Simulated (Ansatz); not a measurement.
**Coordination and ¹⁷O quadrupole coupling in HfO2 at a changed volume**

Cell: a structure deposited in the COD, relaxed with PBE at fixed cell and then changed (volume scaled by 0.99).

Space group P2_1/c (No. 14); a = 5.1009, b = 5.1684, c = 5.2664 Å, β = 99.35°.

```
site  Wyckoff  site symmetry       x       y       z
  Hf       4e              1  0.2767  0.0419  0.2081
  O5       4e              1  0.4466  0.7584  0.4803
  O9       4e              1  0.0726  0.3393  0.3389
```

One atom of each set is listed.

Method: Kohn–Sham DFT in Ansatz, PBE, plane waves and PAW, scalar-relativistic, 420 eV cutoff, Γ-centred 4×4×4 k-points, Fermi–Dirac smearing 0.02 eV.

Q(¹⁷O) = -25.58 mb.

**Question.** Rank these O sites by |C_Q|, smallest first.
A. O9: 3 Hf at 2.04–2.14 Å
B. O5: 4 Hf at 2.13–2.24 Å

**Answer.** B (0.667 MHz, η = 0.98), A (0.764 MHz, η = 0.90).

Like point charges on the first shell alone (each adding as 1/d³) would give the same order.

Without spin–orbit coupling the gradients at and beside Hf can be off by some per cent, at some sites by more. At this changed cell the PBE pressure is 8 GPa.
